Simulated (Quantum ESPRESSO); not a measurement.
**Si in Quantum ESPRESSO: the effect of functional**

Si:

```
Si
1.0
     0.00000    2.72185    2.72185
     2.72185    0.00000    2.72185
     2.72185    2.72185    0.00000
Si
2
Direct
  0.50000 0.50000 0.50000
  0.75000 0.75000 0.75000
```

Alike in all runs:

- Program: Quantum ESPRESSO 7.5
- Task: dielectric tensor
- k mesh: 10 × 10 × 10, shifted
- Occupations: fermi-dirac, width 0.05 eV
- Spin: no spin polarisation

```tsv
functional	potentials or basis	cutoff	pressure (GPa)	dielectric constant (mean)
LDA	PseudoDojo 0.4.1 SR LDA standard	435 eV	?	?
PBE	PseudoDojo 0.4.1 SR PBE standard	490 eV	1.2	12.91
PBEsol	PseudoDojo 0.4.1 SR PBEsol standard	490 eV	-0.7	13.29
WC	PseudoDojo 0.4.1 SR PBE standard	490 eV	0.2	13.32
BLYP	PseudoDojo 0.4.1 SR PBE standard	490 eV	5.0	12.15
AM05	PseudoDojo 0.4.1 SR PBE standard	490 eV	0.0	13.23
```

What does the run with functional LDA give?

Pressure -2.5 GPa; dielectric constant 13.31 mean.

Caveats: the potentials were made for another functional, which shifts forces and pressure (some runs); the cell is more than 3 GPa from zero pressure, which shifts response properties (some runs).
